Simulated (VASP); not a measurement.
# NbAs (I4_1md) in VASP: notebook

Runs on NbAs. Level: PBEsol. Tasks: relaxation of cell and atoms.

All numbers are computed with VASP 6.6.1; they aren't measurements. Logs are shortened: lines on timing, memory, paths and dates and some standing lists are left out, and cuts for length are marked.

### 1 Starting point

Symmetry: I4_1md, No. 109, tetragonal system. Conventional cell: a = 3.452 Å, b = 3.452 Å, c = 11.680 Å, α = 90.00°, β = 90.00°, γ = 90.00°. Nb (site symmetry 2mm) is surrounded by 6 As at 2.60 to 2.63 Å. Around As (site symmetry 2mm) lie 6 Nb at 2.60 to 2.63 Å.

### 2 Relaxation of cell and atoms, PBEsol

Input file INCAR:

```
  PREC = Accurate
  ENCUT = 520
  EDIFF = 1E-7
  ISMEAR = 0
  SIGMA = 0.1
  LREAL = F
  LASPH = T
  NELM = 100
  ALGO = Fast
  ISIF = 3
  LWAVE = F
  LCHARG = F
  GGA = PS
  IBRION = 2
  NSW = 80
  EDIFFG = -0.002
```

Input file KPOINTS:

```
Automatic mesh
0
Gamma
  18 18 18
```

Input file POSCAR:

```
NbAs
1.0
   -1.7258500000      1.7258500000      5.8400000000
    1.7258500000     -1.7258500000      5.8400000000
    1.7258500000      1.7258500000     -5.8400000000
Nb As
2 2
Direct
    0.0000000000      0.0000000000      0.0000000000
    0.7500000000      0.2500000000      0.5000000000
    0.4160000000      0.4160000000      0.0000000000
    0.1660000000      0.6660000000      0.5000000000
```

Potentials or basis: VASP PAW PBE potentials, release 64 (Nb_sv, As).

Run with:

```bash
> cat potpaw_PBE.64/Nb_sv/POTCAR potpaw_PBE.64/As/POTCAR > POTCAR
> mpirun -np 1 vasp_std > vasp.out
```

OUTCAR:

```text
PREC = Accurate
   ENCUT = 520
   EDIFF = 1E-7
   ISMEAR = 0
   LREAL = F
   LASPH = T
   NELM = 100
   ISIF = 3
   GGA = PS
   IBRION = 2
   NSW = 80
   EDIFFG = -0.002

 ion  position               nearest neighbor table
   1  0.000  0.000  0.000-   4 2.60   4 2.60   3 2.63   3 2.63   3 2.63   3 2.63
   2  0.750  0.250  0.500-   3 2.60   3 2.60   4 2.63   4 2.63   4 2.63   4 2.63
   3  0.416  0.416  0.000-   2 2.60   2 2.60   1 2.63   1 2.63   1 2.63   1 2.63
   4  0.166  0.666  0.500-   1 2.60   1 2.60   2 2.63   2 2.63   2 2.63   2 2.63

  LATTYP: Found a body centered tetragonal cell.
 ALAT       =     3.4517000000
 C/A-ratio  =     3.3838398470

  Lattice vectors:

 A1 = (  -1.7258500000,   1.7258500000,   5.8400000000)
 A2 = (   1.7258500000,  -1.7258500000,   5.8400000000)
 A3 = (   1.7258500000,   1.7258500000,  -5.8400000000)

Analysis of symmetry for initial positions (statically):
=====================================================================
 Subroutine PRICEL returns:
 Original cell was already a primitive cell.

 Routine SETGRP: Setting up the symmetry group for a
 body centered tetragonal supercell.

 Subroutine GETGRP returns: Found  8 space group operations
 (whereof  4 operations were pure point group operations)
 out of a pool of 16 trial point group operations.

The static configuration has the point symmetry C_2v.
 The point group associated with its full space group is C_4v.

Analysis of symmetry for dynamics (positions and initial velocities):
=====================================================================
 Subroutine PRICEL returns:
 Original cell was already a primitive cell.

 Routine SETGRP: Setting up the symmetry group for a
 body centered tetragonal supercell.

 Subroutine GETGRP returns: Found  8 space group operations
 (whereof  4 operations were pure point group operations)
 out of a pool of 16 trial point group operations.

The dynamic configuration has the point symmetry C_2v.
 The point group associated with its full space group is C_4v.

 Subroutine INISYM returns: Found  8 space group operations
 (whereof  4 operations are pure point group operations),
 and found     1 'primitive' translations

----------------------------------------------------------------------------------------

                                     Primitive cell

  volume of cell :      69.5791
[... 102 lines left out ...]
   TEBEG  =    0.0;   TEEND  =   0.0 temperature during run
   PSTRESS=    0.0 pullay stress
   NELECT =      36.0000    total number of electrons
   NUPDOWN=      -1.0000    fix difference up-down
   EMIN   =  10.00;   EMAX   =-10.00  energy-range for DOS
   EFERMI =   0.00;   METHOD = LEGACY
   ISMEAR =     0;   SIGMA  =   0.10  broadening in eV -4-tet -1-fermi 0-gaus
   EFERMI_NEDOS =   21; number of points for ismear=-14 and -15
   IALGO  =     68    algorithm
   IMIX   =      4    mixing-type and parameters
     AMIX     =   0.40;   BMIX     =  1.00
     AMIX_MAG =   1.60;   BMIX_MAG =  1.00
  volume/ion in A,a.u.               =      17.39       117.39
  Fermi-wavevector in a.u.,A,eV,Ry     =   1.314264  2.483599 23.501213  1.727290
  Thomas-Fermi vector in A             =   2.444529
   LORBIT       =      0    0 simple, 1 ext, 2 COOP (PROOUT), +10 PAW based schemes
   GGA     = PS    functional components
   LHFCALC =     F    Hartree Fock is set to
   AEXX    =    0.0000 exact exchange contribution
   IVDW    =     0    specifies the selected vdW correction
   LEPSILON=     F    determine dielectric tensor
   LRPA    =     F    only Hartree local field effects (RPA)
 conjugate gradient relaxation of ions
 non-spin polarized calculation
 RMM-DIIS sequential band-by-band and
 Gauss-broadening in eV      SIGMA  =   0.10
  energy-cutoff  :      520.00
  volume of cell :       69.58
 maximum number of plane-waves:      1899
   NGX = 23   NGY = 23   NGZ = 23

--------------------------------------- Ionic step        1  -------------------------------------------

 number of electron      35.9999999 magnetization

 Free energy of the ion-electron system (eV)
  ---------------------------------------------------
  ext. energy  EPLUGINS =         0.00000000
  ---------------------------------------------------
  free energy    TOTEN  =       -35.11291527 eV

  energy without entropy =      -35.11053700  energy(sigma->0) =      -35.11172613

------------------------ aborting loop because EDIFF is reached ----------------------------------------

  FORCE on cell =-STRESS in cart. coord.  units (eV):
  Direction    XX          YY          ZZ          XY          YZ          ZX
  --------------------------------------------------------------------------------------
  -------------------------------------------------------------------------------------
  Total       -1.0959997     -1.0959997     -0.6849030      0.0000000      0.0000000      0.0000000
  in kB      -25.2372535    -25.2372535    -15.7710541      0.0000000      0.0000000      0.0000000
  external PRESSURE =     -22.0818537 kB  Pullay stress =       0.0000000 kB
[... 215 lines left out ...]
--------------------------------------- Ionic step        7  -------------------------------------------

 number of electron      36.0000001 magnetization

 Free energy of the ion-electron system (eV)
  ---------------------------------------------------
  ext. energy  EPLUGINS =         0.00000000
  ---------------------------------------------------
  free energy    TOTEN  =       -35.12747932 eV

  energy without entropy =      -35.12507932  energy(sigma->0) =      -35.12627932

 E-fermi :   9.6850     XC(G=0): -12.0306

 val. band max:        9.6815782058   @ k =  -0.1111   0.3889   0.1111
 cond. band min:       9.6872515028   @ k =  -0.0556   0.5000   0.0556
 fundamental gap:      0.0056732970
 Fermi energy:         9.6850377123

 k-point     1 :       0.0000    0.0000    0.0000
  band No.  band energies     occupation
      1     -45.3054      2.00000
      2     -45.2740      2.00000
      3     -21.5649      2.00000
      4     -21.4485      2.00000
      5     -21.4485      2.00000
      6     -21.2918      2.00000
[... 589 lines left out ...]
     21      11.3410      0.00000
     22      12.3291      0.00000

 [... further k-points ...]

------------------------ aborting loop because EDIFF is reached ----------------------------------------

  FORCE on cell =-STRESS in cart. coord.  units (eV):
  Direction    XX          YY          ZZ          XY          YZ          ZX
  --------------------------------------------------------------------------------------
  -------------------------------------------------------------------------------------
  Total       -0.0020466     -0.0020466     -0.0058539      0.0000000      0.0000000      0.0000000
  in kB       -0.0477744     -0.0477744     -0.1366502      0.0000000      0.0000000      0.0000000
  external PRESSURE =      -0.0773997 kB  Pullay stress =       0.0000000 kB
[... 19 lines left out ...]
  FREE ENERGIE OF THE ION-ELECTRON SYSTEM (eV)
  ---------------------------------------------------
  free  energy   TOTEN  =       -35.1274793197 eV

  energy  without entropy=      -35.1250793206  energy(sigma->0) =      -35.12627932

 reached required accuracy - stopping structural energy minimisation
```

CONTCAR:

```text
NbAs
   1.00000000000000
    -1.7203993705011853    1.7203993705011853    5.7972980012824724
     1.7203993705011853   -1.7203993705011853    5.7972980012824724
     1.7203993705011853    1.7203993705011853   -5.7972980012824724
  Nb              As
     2     2
Direct
     0.9987408132814986    0.9987408132814986    0.0000000000000000
     0.7487408132814986    0.2487408132814985    0.5000000000000000
     0.4172591867184984    0.4172591867184984    0.0000000000000000
     0.1672591867184983    0.6672591867184983    0.5000000000000000

  0.00000000E+00  0.00000000E+00  0.00000000E+00
  0.00000000E+00  0.00000000E+00  0.00000000E+00
  0.00000000E+00  0.00000000E+00  0.00000000E+00
  0.00000000E+00  0.00000000E+00  0.00000000E+00
```

It took 2.4 h on 1 thread of Intel Xeon 6975P-C (Granite Rapids), shared host; peak memory 0.92 GiB.

Results:

| Property | Result |
| --- | --- |
| Free energy | -35.1275 eV |
| Relaxed volume | 17.16 Å³/atom |
| Relaxed cell | a = 6.287 Å, b = 6.287 Å, c = 6.287 Å, α = 148.24°, β = 148.24°, γ = 45.53° |
| Space group after relaxing (to 0.05 Å) | I4_1md (No. 109) |
| Energy gained by relaxing | 3.6 meV/atom |
| Ionic steps | 7 |
| Pressure after relaxing | 0.0 GPa |
| Band gap on the k mesh | none (metal or under the smearing width) |

The path:
```tsv
step	energy change (eV)	largest force (eV/Å)	pressure (GPa)	volume (Å³)
1	0.0000	0.2876	-2.21	69.58
2	0.0066	0.0392	4.20	67.19
3	-0.0115	0.1500	0.51	68.50
4	-0.0139	0.0239	-0.16	68.73
5	-0.0139	0.0029	-0.09	68.71
6	-0.0145	0.0001	-0.03	68.66
7	-0.0146	0.0016	-0.01	68.63
```

Final structure:
```yaml
crystal:
  lattice:
    - [-1.72040, 1.72040, 5.79730]
    - [1.72040, -1.72040, 5.79730]
    - [1.72040, 1.72040, -5.79730]
  atoms:
    - { symbol: Nb, position: [0.99874, 0.99874, 0.00000] }
    - { symbol: Nb, position: [0.74874, 0.24874, 0.50000] }
    - { symbol: As, position: [0.41726, 0.41726, 0.00000] }
    - { symbol: As, position: [0.16726, 0.66726, 0.50000] }
```

Caveat: the PAW data sets were made with another functional, which shifts forces and pressure a little.

(Part 1 of 2 ends here.)
